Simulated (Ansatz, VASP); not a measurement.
Two plane-wave programs on TiC

```
Ti C
1.0
     0.00000    2.16572    2.16572
     2.16572    0.00000    2.16572
     2.16572    2.16572    0.00000
Ti C
1 1
Direct
  0.00000 0.00000 0.00000
  0.50000 0.50000 0.50000
```

The cell is a database's computed one.

Alike in both runs: task relaxation of cell and atoms; functional BLYP; dispersion D3(BJ); k mesh 11 × 11 × 11; occupations fermi-dirac, width 0.05 eV; no spin polarisation.

|  | VASP | Ansatz |
| --- | --- | --- |
| version | VASP 6.6.1 | Ansatz 0.2.0 |
| potentials or method | VASP PAW PBE potentials, release 64 (Ti_sv, C) | Ansatz PAW |
| plane-wave cutoff (eV) | 600 | 420 |
| valence electrons in the cell | 16 | 16 |

VASP gave:

* relaxed volume (Å³/atom): 9.84
* relaxed cell length with the largest relative difference (Å): 3.031
* energy change over the relaxation (meV/atom): -8

Problem. Which values does Ansatz return?

Solution. Relaxed volume (Å³/atom): 9.82; relaxed cell length with the largest relative difference (Å): 3.029; energy change over the relaxation (meV/atom): -9.

Caveats: the PAW data sets were made with another functional, which shifts forces and pressure a little (VASP); pairwise dispersion overbinds metals, which lowers pressure and volume (VASP); the plane-wave basis is chosen anew once the cell has moved, so the energies of steps on either side of that aren't comparable (Ansatz); the pressure holds a Pulay correction of +0.3 GPa for the finite cutoff (Ansatz); the PAW data sets come from PBE, with cores solved anew for the run's functional, which leaves a small shift of forces and pressure (Ansatz).
